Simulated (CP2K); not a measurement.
RbBr under changes of volume

One of the cells (40.248 Å³/atom); the others are scaled copies at fixed shape and fractional positions:

```
CELL_PARAMETERS angstrom
4.84651 0.00000 0.00000
2.42325 4.19720 0.00000
2.42325 1.39907 3.95716
ATOMIC_POSITIONS crystal
Rb 0.00000 0.00000 0.00000
Br 0.50000 0.50000 0.50000
```

```yaml
Program: CP2K 2026.2
Functional: LDA
Potentials_or_basis: GTH_POTENTIALS Rb GTH-PADE-q9, Br GTH-PADE-q7; TZVP-MOLOPT-PBE-GTH basis
Density_cutoff: 6123 eV
k_mesh: 7 × 7 × 7
Occupations: fermi-dirac, width 0.0259 eV
Spin: no spin polarisation
```

| volume (Å³/atom) | energy over the lowest point (meV/atom) | pressure (GPa) | gap on the mesh (eV) |
| --- | --- | --- | --- |
| 37.833 | 0.00 | -0.1 | 4.06 |
| 38.638 | 1.57 | -0.5 | 4.01 |
| 39.443 | 4.77 | -0.8 | 3.95 |
| 40.248 | 9.40 | -1.1 | 3.91 |
| 41.053 | 15.29 | -1.3 | 3.86 |
| 41.858 | 22.27 | -1.5 | 3.81 |
| 42.663 | ? | ? | ? |

Question: What does the run at 42.663 Å³/atom give?

Answer: Energy over the lowest point 30.20 meV/atom; pressure -1.7 GPa; gap on the mesh 3.77 eV.

Worked out: A Birch-Murnaghan fit of order 3 (a polynomial in V^(-2/3)) to the other rows has its minimum at 37.55 Å³/atom, just outside them, with B0 = V·E''(V) = 18.1 GPa and B' = 5.1. It gives 30.21 meV/atom at 42.663 Å³/atom, against the run's 30.20, and -dE/dV = -1.7 GPa, against -1.7. A straight line through the other rows of the gap, of slope -2.46 eV per unit of ln V (its deformation potential), extrapolates to 3.76 eV, against the run's 3.77.

Energies are extrapolated to zero smearing.

Caveats: the basis of atomic orbitals isn't converged, which shifts pressures, moduli and gaps; an odd mesh through Γ misses points on the zone boundary, where band edges often lie (some runs).

Spin-orbit coupling on Br, Rb is left out.
